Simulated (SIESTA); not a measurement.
**Bi under changes of volume**

One of the cells (31.117 Å³/atom); the others are scaled copies at fixed shape and fractional positions:

```
CELL_PARAMETERS angstrom
-1.98143 1.98143 1.98143
1.98143 -1.98143 1.98143
1.98143 1.98143 -1.98143
ATOMIC_POSITIONS crystal
Bi 0.00000 0.00000 0.00000
```

This isn't the form of Bi at room conditions, which is rhombohedral.

```yaml
Program: SIESTA 5.4.2
Functional: LDA
Potentials_or_basis: PseudoDojo 0.4 standard (LDA files)
Basis: DZP (energy shift 0.003 Ry; two zetas on semicore shells)
Grid_cutoff: 500 Ry
Energy_shift: 0.003 Ry
k_mesh: 9 × 9 × 9
Occupations: fermi-dirac, width 0.05 eV
Spin: no spin polarisation
```

```csv
volume (Å³/atom),energy over the lowest point (meV/atom),pressure (GPa)
29.250,?,?
29.872,0.00,0.1
30.495,2.04,-1.2
31.117,8.91,-2.3
31.739,19.99,-3.3
32.362,34.71,-4.2
32.984,52.54,-4.9
```

What does the run at 29.250 Å³/atom give?

Energy over the lowest point 3.42 meV/atom; pressure 1.6 GPa.

Worked out: A Birch-Murnaghan fit of order 3 (a polynomial in V^(-2/3)) to the other rows has its minimum at 29.94 Å³/atom with B0 = V·E''(V) = 68 GPa and B' = 5.8. It gives 3.56 meV/atom at 29.250 Å³/atom, against the run's 3.42, and -dE/dV = 1.7 GPa, against 1.6.

Energies are extrapolated to zero smearing.

Caveats: the basis of atomic orbitals isn't converged, which shifts pressures, moduli and gaps.
